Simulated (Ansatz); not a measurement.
# Ta (Ta, beta-Sn type): the cost of one run

Computed with Ansatz 0.2.0 (DFT revPBE, plane waves (420 eV) with PAW, scalar-relativistic; the PAW data stem from PBE, with regenerated cores, unless a step says otherwise).

**1. The starting structure**

It takes space group I4_1/amd (No. 141, tetragonal). The conventional cell has a = 5.179 Å, b = 5.179 Å, c = 2.828 Å, α = 90.00°, β = 90.00°, γ = 90.00°. Ta (site symmetry -4m2) is surrounded by 6 Ta at 2.68 to 2.83 Å.

Structure file:

```xyz
2
Lattice="-2.5897 2.5897 1.4140 2.5897 -2.5897 1.4140 2.5897 2.5897 -1.4140" Properties=species:S:1:pos:R:3 pbc="T T T"
Ta    0.0000    0.0000    0.0000
Ta    0.0000    2.5897    0.7070
```

**2. Relaxing cell and atoms**

File input.yaml:

```yaml
crystal:
  lattice:
    - [-2.5897358194, 2.5897358194, 1.4139957574]
    - [2.5897358194, -2.5897358194, 1.4139957574]
    - [2.5897358194, 2.5897358194, -1.4139957574]
  atoms:
    - { symbol: Ta, position: [0.0, 0.0, 0.0] }
    - { symbol: Ta, position: [0.75, 0.25, 0.5] }
hamiltonian:
  xc: revpbe
  pseudopotentials:
    kind: paw
    azcp:
      Ta: "pseudopotentials/Ta.paw.azcp"
basis:
  ecutwfc: 420
  fft_grid_basis: typed
kpoints:
  mp_grid: { grid: [13, 13, 9], shift: [0, 0, 0] }
magnetization:
  spin_polarized: false
scf:
  occupations: { method: fermi_dirac, width: 0.1 }
relax:
  max_steps: 60
  f_tol: 0.01
  cell: {}
```

What time and memory should one allow on 2 threads of Arm Neoverse V1, shared host?

About 2.3 min, with a peak of 0.52 GiB.
